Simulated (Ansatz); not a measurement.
# CuO: tests of the settings

Aim, for CuO: sweep the k-point mesh.

Program: Ansatz 0.2.0. Level of theory: DFT PBEsol, scalar-relativistic, plane waves, PAW. These are calculated values, not measurements.

1 further run of the same task is left out (set aside as unsound or not needed). Runs told in other sessions of the task aren't counted.

### Step 1. Starting point

It takes space group Cc (No. 9, monoclinic). Conventional cell: a = 4.689 Å, b = 3.427 Å, c = 5.132 Å, α = 90.00°, β = 99.65°, γ = 90.00°. Cu (site symmetry 1) has 4 O at 1.91 to 2.02 Å in its first shell of neighbours. O (site symmetry 1) has 4 Cu at 1.91 to 2.02 Å in its first shell of neighbours.

Structure file:

```xyz
4
Lattice="2.3447 -1.7134 0.0000 2.3447 1.7134 0.0000 -0.8606 0.0000 5.0594" Properties=species:S:1:pos:R:3 pbc="T T T"
Cu    1.1723    0.8457    0.0000
Cu    0.7421   -0.8457    2.5297
O     2.0724   -0.2841    1.2836
O     1.6421    0.2841    3.8133
```

The structure comes from the Crystallography Open Database; it is used as listed.

### Step 2. The base input

File input.yaml:

```yaml
crystal:
  lattice:
    - [2.34465, -1.7134, 0.0]
    - [2.34465, 1.7134, 0.0]
    - [-0.86055, 0.0, 5.05944]
  atoms:
    - { symbol: Cu, position: [0.0032, 0.4968, 0.0] }
    - { symbol: Cu, position: [0.4968, 0.0032, 0.5] }
    - { symbol: O, position: [0.5714, 0.4056, 0.2537] }
    - { symbol: O, position: [0.4056, 0.5714, 0.7537] }
basis:
  ecutwfc: 420
kpoints:
  mp_grid: { grid: [16, 16, 8] }
hamiltonian:
  xc: pbesol
scf:
  occupations: { method: gaussian, width: 0.1 }
output:
  forces: true
  stress: true
  eigenvalues: true
  populations: true
  write_density: true
  write_potential: true
  elf: true
  volumetric_format: npy
```

It was run beforehand and gave: -3574.0895 eV/atom at zero smearing, pressure -2.71 GPa, largest force 0.758 eV/Å, no gap on the mesh, in 8 SCF cycles and 72 s.

### Step 3. K-point mesh set to 1×1×1

File input.yaml:

```yaml
crystal:
  lattice:
    - [2.34465, -1.7134, 0.0]
    - [2.34465, 1.7134, 0.0]
    - [-0.86055, 0.0, 5.05944]
  atoms:
    - { symbol: Cu, position: [0.0032, 0.4968, 0.0] }
    - { symbol: Cu, position: [0.4968, 0.0032, 0.5] }
    - { symbol: O, position: [0.5714, 0.4056, 0.2537] }
    - { symbol: O, position: [0.4056, 0.5714, 0.7537] }
basis:
  ecutwfc: 420
kpoints:
  mp_grid: { grid: [1, 1, 1] }
hamiltonian:
  xc: pbesol
scf:
  occupations: { method: gaussian, width: 0.1 }
output:
  forces: true
  stress: true
  eigenvalues: true
```

The run is started by

```console
$ ansatz run input.yaml --threads 1 --pin off --max-ram 2560MiB --backend cpu --events-out ev --progress --plain --runs-dir out
```

### Step 4. K-point mesh: 2×2×2

Edit input.yaml of step 3 so:

```diff
@@ -13,3 +13,3 @@
 kpoints:
-  mp_grid: { grid: [1, 1, 1] }
+  mp_grid: { grid: [2, 2, 2] }
 hamiltonian:
```

### Step 5. K-point mesh set to 4×4×2

Edit input.yaml of step 4 so:

```diff
@@ -13,3 +13,3 @@
 kpoints:
-  mp_grid: { grid: [2, 2, 2] }
+  mp_grid: { grid: [4, 4, 2] }
 hamiltonian:
```

### Step 6. K-point mesh set to 6×6×4

Edit input.yaml of step 5 so:

```diff
@@ -13,3 +13,3 @@
 kpoints:
-  mp_grid: { grid: [4, 4, 2] }
+  mp_grid: { grid: [6, 6, 4] }
 hamiltonian:
```

### Step 7. K-point mesh: 8×8×4

Edit input.yaml of step 6 so:

```diff
@@ -13,3 +13,3 @@
 kpoints:
-  mp_grid: { grid: [6, 6, 4] }
+  mp_grid: { grid: [8, 8, 4] }
 hamiltonian:
```

### Step 8. K-point mesh set to 10×10×6

Edit input.yaml of step 7 so:

```diff
@@ -13,3 +13,3 @@
 kpoints:
-  mp_grid: { grid: [8, 8, 4] }
+  mp_grid: { grid: [10, 10, 6] }
 hamiltonian:
```

### Step 9. K-point mesh: 12×12×8

Edit input.yaml of step 8 so:

```diff
@@ -13,3 +13,3 @@
 kpoints:
-  mp_grid: { grid: [10, 10, 6] }
+  mp_grid: { grid: [12, 12, 8] }
 hamiltonian:
```

### Step 10. K-point mesh set to 14×14×8

Edit input.yaml of step 9 so:

```diff
@@ -13,3 +13,3 @@
 kpoints:
-  mp_grid: { grid: [12, 12, 8] }
+  mp_grid: { grid: [14, 14, 8] }
 hamiltonian:
```

### Step 11. K-point mesh set to 16×16×10

Edit input.yaml of step 10 so:

```diff
@@ -13,3 +13,3 @@
 kpoints:
-  mp_grid: { grid: [14, 14, 8] }
+  mp_grid: { grid: [16, 16, 10] }
 hamiltonian:
```

### Step 12. K-point mesh set to 20×20×10

Edit input.yaml of step 11 so:

```diff
@@ -13,3 +13,3 @@
 kpoints:
-  mp_grid: { grid: [16, 16, 10] }
+  mp_grid: { grid: [20, 20, 10] }
 hamiltonian:
```

### Step 13. K-point mesh set to 22×22×12

Edit input.yaml of step 12 so:

```diff
@@ -13,3 +13,3 @@
 kpoints:
-  mp_grid: { grid: [20, 20, 10] }
+  mp_grid: { grid: [22, 22, 12] }
 hamiltonian:
```

(Steps that only read results are left out.)

What results come out of these runs, taken together?

**Answer**, as computed:

| quantity | value |
| --- | --- |
| k-point mesh: within 10 and 1 meV/atom of 22×22×12 from | 4×4×2 for 10; 6×6×4 for 1 |

What this shows: For the k-point mesh, the energy stays within 1 meV/atom of the reference from 6×6×4 on, at about 0.039 of the reference's time. That is measured against the best run here, which may itself be short of the limit. The gaps on the coarsest meshes are artefacts of sampling: the crystal is a metal on the dense ones. The error changes sign along the series, since a k mesh isn't variational, and a metal needs dense meshes to resolve its Fermi surface. Forces stay within 0.01 eV/Å of the reference from 10×10×6 on. The listed cell is far from this method's equilibrium (-2.7 GPa, forces up to 0.76 eV/Å), so its values are not those of the relaxed crystal. The final runs have no spin polarisation, so a magnetic state may lie lower.

Real CuO has a narrow gap, which semilocal functionals close or nearly close; near the undistorted cell a metallic reading is the functional's, not the solid's.
